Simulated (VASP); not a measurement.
Set up this calculation in VASP 6.6.1, as the native input.

```yaml
Task: single point
Functional: PBE
Potentials_or_basis: VASP PAW PBE potentials, release 64 (Re)
Cutoff: 520 eV
k_mesh: 18 × 18 × 18
Occupations: gaussian, width 0.1 eV
Spin: no spin polarisation
Dipole_correction: no
Further_INCAR_settings: ALGO = Fast; EDIFF = 1e-07; NBANDS = 10
```

The structure of Re lies in POSCAR:

```
Re
1.0
    0.0000000000      1.9577236233      1.9577236233
    1.9577236233      0.0000000000      1.9577236233
    1.9577236233      1.9577236233      0.0000000000
Re
1
Direct
    0.0000000000      0.0000000000      0.0000000000
```

This isn't the form of Re at room conditions, which is hcp.

These files were run (other wordings do the same):

INCAR

```
PREC = Accurate
ENCUT = 520
EDIFF = 1E-7
ISMEAR = 0
SIGMA = 0.1
LREAL = False
LASPH = True
NELM = 100
ALGO = Fast
ISIF = 2
LWAVE = False
LCHARG = False
GGA = PE
NBANDS = 10
```

KPOINTS

```
Automatic mesh
0
Gamma
  18 18 18
```

Potentials or basis: VASP PAW PBE potentials, release 64 (Re).

Launch:

```sh
$ cat potpaw_PBE.64/Re/POTCAR > POTCAR
$ mpirun -np 1 vasp_std > vasp.out
```

Results of the run:

```yaml
Pressure: -0.6 GPa
Band_gap_on_the_k_mesh: none (metal or under the smearing width)
```

Wall time 22 s on 1 thread of Intel(R) Xeon(R) Platinum 8488C (Sapphire Rapids), with other jobs on the host, peak memory 0.16 GiB.
